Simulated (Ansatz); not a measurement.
Reaction (ligand exchange at the Al–C bond): `[CH3][SnH2][CH2][AlH2]` + `N=C(N)O` → `N=C(O)[NH][AlH2]` + `[CH3][SnH2][CH3]`

Calculated with Ansatz (gas phase, PBE0-D4/def2-TZVP geometries, no zero-point term in ΔE). CCSD(T)/CBS adds triple-zeta CCSD(T) − MP2 to the extrapolated MP2 energy (def2 sets, frozen cores). def2 core potentials past Kr. For Sn outer-core shells are correlated without core-valence functions, which leaves a few kJ/mol of doubt a bond. One conformer a species, not always the lowest.

| level | ΔE (kJ/mol) |
| --- | --- |
| SCS-MP2/def2-QZVPP | -97.8 |
| MP2/CBS(def2) | -93.7 |

Q: What does CCSD(T)/CBS give? (Best estimate.)

A: The calculation gave: -94.3 kJ/mol. The listed levels differ from it by -3.5, 0.6 kJ/mol.

Largest T1 diagnostic among the species: 0.014.

In def2-TZVPP, CCSD(T) changes the Hartree–Fock value by +7.2 kJ/mol (the triples alone add +1.4 kJ/mol) and MP2 by +7.9 kJ/mol.

CCSD(T)/CBS has its own doubt, a few kJ/mol and more with outer-core shells, so smaller differences from it don't rank the levels.
